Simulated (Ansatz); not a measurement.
The system is TiSi2.

```xyz
3
Lattice="4.3746 0.0000 0.0000 -2.1873 3.7885 0.0000 0.0000 0.0000 2.5610" Properties=species:S:1:pos:R:3 pbc="T T T"
Ti    0.0000    0.0000    0.0000
Si    0.0000    2.5257    1.2805
Si    2.1873    1.2628    1.2805
```

The cell was built by a generator and needn't be a form met in nature.

Base run:

| Property | Result |
| --- | --- |
| Program | Ansatz 0.2.0 |
| Functional | LDA |
| Potentials or basis | Ansatz PAW |
| Cutoff | 420 eV (not typed: the program's choice for these potentials) |
| k mesh | 7 × 7 × 10 |
| Occupations | fermi-dirac, width 0.05 eV |
| Spin | no spin polarisation |
| Hubbard terms | Ti d U = 6 eV |

Its results: band gap on the k mesh none (metal or under the smearing width); pressure 1.3 GPa.

**Question.** The run is repeated on the same cell with these changes: hubbard terms from Ti d U = 6 eV to Ti d U = 8 eV. What comes out?

**Answer.** Band gap on the k mesh none (metal or under the smearing width); pressure 10.3 GPa.

Caveats: U without spin polarisation on a metal has little footing; the PAW data sets come from PBE, with cores solved anew for the run's functional, which leaves a small shift of forces and pressure; the U is typed as a test and isn't derived for this compound.
